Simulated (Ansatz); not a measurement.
# Minibands of ZnSe/CdS superlattices, part 5 of 5

How do the layer thicknesses change the gap of ZnSe/CdS? The crystals are ZnSe zinc blende(111) and CdS zinc blende(111), on a common net of side 4.2 Å (+3.5 % and +0.0 % against typed lattice constants near PBE's). Layer spacings come from each crystal relaxed along the normal on that net, and the joins take bond lengths estimated from both crystals. The stacks are then relaxed. The first steps treat the bulk crystals alone. PBEsol has lattice constants of its own, so the true strain differs.

Ansatz 0.2.0; PBEsol DFT, plane waves, PAW files (the session's first sound run).

So far, gap on path (eV): step 3 (the bulk crystal and its band edges, strain 0.0348, crystal ZnSe zinc …) 0.741; step 5 (the bulk crystal and its band edges, strain -0.0001, crystal CdS zinc …) 0.876; step 7 (band edges of the superlattice, atomic layers of each crystal 6×6, k-mesh 8×8×2) 0.804; step 10 (band edges of the superlattice, atomic layers of each crystal 4×2, k-mesh 8×8×4) 0.817.

### 13. Band edges of the superlattice, atomic layers of each crystal 8×8, k-mesh 8×8×2

Another period, with its own band edges.

input.yaml

```yaml
crystal:
  lattice:
    - [4.2, 0.0, 0.0]
    - [-2.1, 3.6373066959, 0.0]
    - [-2.1, 1.2124355653, 25.7924513399]
  atoms:
    - { symbol: Se, position: [-0.0001204031, 0.0001204031, -0.0003613263] }
    - { symbol: Zn, position: [0.3422312574, 0.6577687426, 0.0266936429] }
    - { symbol: Se, position: [0.373859956, 0.626140044, 0.1215799262] }
    - { symbol: Zn, position: [0.7162108317, 0.2837891683, 0.1486325758] }
    - { symbol: Se, position: [0.7478365981, 0.2521634019, 0.2435099552] }
    - { symbol: Zn, position: [0.0901991962, -0.0901991962, 0.2705977293] }
    - { symbol: Se, position: [0.1218132876, -0.1218132876, 0.365440177] }
    - { symbol: Zn, position: [0.4642085939, 0.5357914061, 0.3926260505] }
    - { symbol: S, position: [0.494185593, 0.505814407, 0.4825567942] }
    - { symbol: Cd, position: [0.8375175945, 0.1624824055, 0.5125527508] }
    - { symbol: S, position: [0.8701499636, 0.1298500364, 0.6104499823] }
    - { symbol: Cd, position: [0.2135897841, -0.2135897841, 0.640769419] }
    - { symbol: S, position: [0.2462128777, -0.2462128777, 0.7386385217] }
    - { symbol: Cd, position: [0.5896449089, 0.4103550911, 0.7689345778] }
    - { symbol: S, position: [0.6222816791, 0.3777183209, 0.86684473] }
    - { symbol: Cd, position: [0.9657541023, 0.0342458977, 0.8972619565] }
kpoints:
  mp_grid: { grid: [8, 8, 2] }
  band_path: { path: [VBM, CBM], npoints: 24 }
scf:
  occupations: { method: fixed }
  max_iter: 120
hamiltonian:
  xc: pbesol
output:
  eigenvalues: true
  write_potential: true
  write_density: true
  volumetric_format: npy
```

Launch:

```bash
$ ansatz run input.yaml --threads 4 --pin off --max-ram 10240MiB --backend cpu --events-out ev --progress --plain --runs-dir out
```

Numbers of over 12 decimals in the logs are rounded to 6 here.

The log of the run:

```text
Warning: the atoms were moved onto the symmetric positions of the space group found under crystal.symmetry.tolerance 1.0e-5 (fractional; no operation is sought that the atoms, as they stand in a round, miss by more than twice it, and no atom is moved by as much as it), and the run uses the moved positions. Before a round's move an operation carried an atom to 1.47e-6 Å from where it should land, the largest such dist [...]
[...]
--- Band table (eV; the first three rows and the last of 42) ---
  k-point 0: bands = [... 104 lower, 6.0441, 6.2251, 6.2251, 6.3916, 7.1869, 8.0839, 8.1264, 8.2634, ... 18 higher]
  k-point 1: bands = [... 104 lower, 6.0906, 6.0906, 6.2183, 6.2183, 7.5378, 7.6064, 8.2574, 8.4440, ... 18 higher]
  k-point 2: bands = [... 104 lower, 5.9082, 5.9678, 6.1173, 6.3227, 8.0922, 8.5398, 8.7763, 8.9665, ... 18 higher]
  k-point 41: bands = [... 104 lower, 5.3417, 5.3580, 5.4907, 5.6187, 9.1478, 9.1744, 9.2504, 9.4381, ... 18 higher]
[key lines of the parts left out:]
SCF converged after 9 iterations
Free energy (F): -71106.320719 eV
Fermi energy:    6.391622 eV
```

Run time: 7.5 min. Hardware: 4 threads of Arm Neoverse V1, shared host; peak memory 2.5 GiB; 30 min of CPU time.

The electronic bands at the labelled points (eV, zero at the Fermi level (highest filled level under fixed occupations); v1 is the highest filled band, c1 the lowest empty one):

```tsv
point	v4	v3	v2	v1	c1	c2	c3	c4
VBM	-0.36	-0.30	-0.19	0.01	1.04	1.81	1.84	2.01
halfway	-0.34	-0.24	-0.17	0.01	0.87	1.72	1.76	1.91
CBM	-0.35	-0.17	-0.17	0.00	0.80	1.69	1.73	1.87
```

The searched edges give 0.781 eV, against 0.795 eV on the mesh.

### 14. Minibands and complex bands along the stacking, atomic layers of each crystal 8×8

This step: PBEsol DFT, plane waves, PAW files; complex bands by layer matching along the plane's normal (Ansatz 0.2.0).

The whole cell is now the period, so open channels are minibands and Im kz is the decay through the stack.

Edit input.yaml of step 13 so:

```diff
@@ -24,3 +24,2 @@
   mp_grid: { grid: [8, 8, 2] }
-  band_path: { path: [VBM, CBM], npoints: 24 }
 scf:
@@ -32,4 +31,6 @@
   eigenvalues: true
-  write_potential: true
-  write_density: true
-  volumetric_format: npy
+  transmission:
+    leads: [[0, 0]]
+    kpoints: [[0.0, 0.0], [-0.0312, -0.026]]
+    e_range: [-1.5, 2.28]
+    de: 0.05
```

The log of the run:

```text
[...]
Crystal: 16 atoms, lattice volume = 394.023 Å³
Basis set: ecut = 420 eV, 7587 PW (Γ)
Bands: 130, of which v1, the nominal top of the filled ones, is band 108 counted from 1 (107 counted from 0)
Symmetry: 2 space group operations
k-points: 42 of 128 (time reversal used)
[...]
k-point 2: bands = [... 104 lower, 5.9082, 5.9678, 6.1173, 6.3227, 8.0922, 8.5398, 8.7763, 8.9665, ... 18 higher]
  k-point 41: bands = [... 104 lower, 5.3417, 5.3580, 5.4907, 5.6187, 9.1478, 9.1744, 9.2504, 9.4381, ... 18 higher]
--- Transmission ---
  basis      : 127 plane waves across, 32 finite elements along
  points     : 2, as listed
[...]
channels       : 0.000000e0 a spin
[...]
slowest decay  : 0.0688 /Å at (0.0000, 0.0000)
[key lines of the parts left out:]
SCF converged after 9 iterations
Free energy (F): -71106.320719 eV
Fermi energy:    6.391622 eV
```

Run time: 98 s. Hardware: 4 threads; peak memory 2.1 GiB.

At the listed wavevectors the last open channel is at +0.00 eV and the next at +0.80 eV on the grid. At +0.40 eV, the grid energy nearest the filling level (the middle of the gap on the SCF mesh), the slowest state at the listed wavevectors decays with κ = 0.0688 Å⁻¹, its amplitude falling by e over 15 Å.

### 15. The same cell, other settings

This step: PBEsol DFT, plane waves, PAW files; complex bands by layer matching along the plane's normal; changed: output.transmission.leads = [[0, 19]] (Ansatz 0.2.0).

This run repeats an earlier one, its twin (the minibands run), with one setting changed (output.transmission.leads; files written aside). The setting was drawn as a possible misstep, on purpose.

Edit input.yaml of step 14 so:

```diff
@@ -32,3 +32,3 @@
   transmission:
-    leads: [[0, 0]]
+    leads: [[0, 19]]
     kpoints: [[0.0, 0.0], [-0.0312, -0.026]]
```

The log of the run:

```text
Error: inconsistent input (output.transmission.leads, crystal): the lead [0, 19] names a site that the cell does not have: it has 16, counted from 0.
List the leads and leave barriers out. Name each by two sites of one ion a step apart, counted from 0. A search, which can't tell a lead from a barrier or a film with its gap, finds:
  [2, 4]  Se1Zn1, period 3.1452 Å from a height of 2.26 Å
  [11, 13]  S1Cd1, period 3.3044 Å from a height of 14.87 Å
```

Run time: 0.12 s. Hardware: 4 threads; peak memory 0.11 GiB.

The program refused the input before any cycle.

The program's message: “Error: inconsistent input (output.transmission.leads, crystal): the lead [0, 19] names a site that the cell does not have: it has 16, counted from 0.”

The change that led to it: output.transmission.leads = [[0, 19]].

### 16. Outcome

| Quantity | Value |
| --- | --- |
| gap, 6+6 layers | 0.804 eV |
| gap, 4+2 layers | 0.817 eV |
| gap, 8+8 layers | 0.781 eV |
| least decay at +0.40 eV, listed points, 6+6 layers | 0.0699 Å⁻¹ |
| least decay at +0.40 eV, listed points, 4+2 layers | 0.0696 Å⁻¹ |
| least decay at +0.40 eV, listed points, 8+8 layers | 0.0688 Å⁻¹ |

**Reading.** The gap is smallest for 8+8 layers and largest for 4+2, a spread of 0.036 eV (0.781 to 0.817 eV). Both layers differ between these two. A semilocal functional narrows gaps.

[Logs are printed without paths, hosts, clocks, repeated set-up lines and the standing remarks that a program may print on its own settings, such as how far it seeks lower states.]

[Hosts, paths, dates, database ids (printed as entryN), source tags and the programs' standing remarks are cut or masked in the printed files.]
